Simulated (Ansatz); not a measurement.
CdGeAs2:

```
Cd As Ge
1.0
    -2.98887    2.98887    5.66430
     2.98887   -2.98887    5.66430
     2.98887    2.98887   -5.66430
Cd As Ge
2 4 2
Direct
  0.50000 0.50000 0.00000
  0.25000 0.75000 0.50000
  0.09622 0.12500 0.47122
  0.37500 0.90378 0.02878
  0.65378 0.62500 0.52878
  0.87500 0.34622 0.97122
  0.75000 0.25000 0.50000
  0.00000 0.00000 0.00000
```

The cell is a database's computed one.

Program: Ansatz 0.2.0. Alike in all runs: potentials or basis Ansatz PAW; no spin polarisation; cell as given; cutoff (eV) 420; smearing fermi-dirac 0.05 eV.

**Question.** Order these runs on this cell by their band gap on the k mesh, lowest first.
A. level LDA; k mesh 6 × 6 × 6; points for each segment of the path 10
B. level PBE0; k mesh 4 × 4 × 4
C. level HSE06; k mesh 4 × 4 × 4; points for each segment of the path 4

**Answer.** A (0.19 eV), C (0.45 eV), B (0.99 eV).

Caveats: the k mesh misses the band edges, so the gap on the mesh is wider than the one along the path (some runs).

Not every run made on this cell is shown here.
